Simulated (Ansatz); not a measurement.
# CoO under changes of volume

One of the cells (9.584 Å³/atom); the others are scaled copies at fixed shape and fractional positions:

```
Co O
1.0
    -1.50800    1.50800    2.10725
     1.50800   -1.50800    2.10725
     1.50800    1.50800   -2.10725
Co O
1 1
Direct
  0.00000 0.00000 0.00000
  0.50000 0.50000 0.00000
```

| Quantity | Value |
| --- | --- |
| Program | Ansatz 0.2.0 |
| Functional | PBE |
| Potentials or basis | Ansatz PAW |
| Cutoff | 420 eV (not typed: the program's choice for these potentials) |
| k mesh | 12 × 12 × 12 |
| Occupations | fermi-dirac, width 0.05 eV |
| Spin | collinear spin, ferromagnetic start |
| Starting moments | [2.0, 0.0] μB |

| volume (Å³/atom) | energy over the lowest point (meV/atom) | pressure (GPa) | moment (μB per cell) |
| --- | --- | --- | --- |
| 9.009 | 19.41 | 10.6 | 2.65 |
| 9.201 | 8.73 | 7.1 | 2.78 |
| 9.392 | 2.20 | 3.5 | 2.86 |
| 9.584 | 0.00 | 0.0 | 2.92 |
| 9.776 | 1.93 | -3.3 | 2.95 |
| 9.967 | 7.75 | -6.3 | 2.97 |
| 10.159 | ? | ? | ? |

Q: What does the run at 10.159 Å³/atom give?

A: Energy over the lowest point 17.10 meV/atom; pressure -9.1 GPa; moment 2.99 μB per cell.

Worked out: A Birch-Murnaghan fit of order 3 (a polynomial in V^(-2/3)) to the other rows has its minimum at 9.59 Å³/atom with B0 = V·E''(V) = 172 GPa (rough, since the energies scatter) at fixed shape and positions, which overstates the stiffness. It gives 17.55 meV/atom at 10.159 Å³/atom, against the run's 17.10, and -dE/dV = -9.8 GPa, against -9.1. A parabola through the other rows of the moment, of slope -0.166 μB per Å³/atom there, extrapolates to 2.95 μB, against the run's 2.99.

Energies are extrapolated to zero smearing.

Caveats: a cell with one magnetic atom can't hold antiferromagnetic order, which such compounds often take.
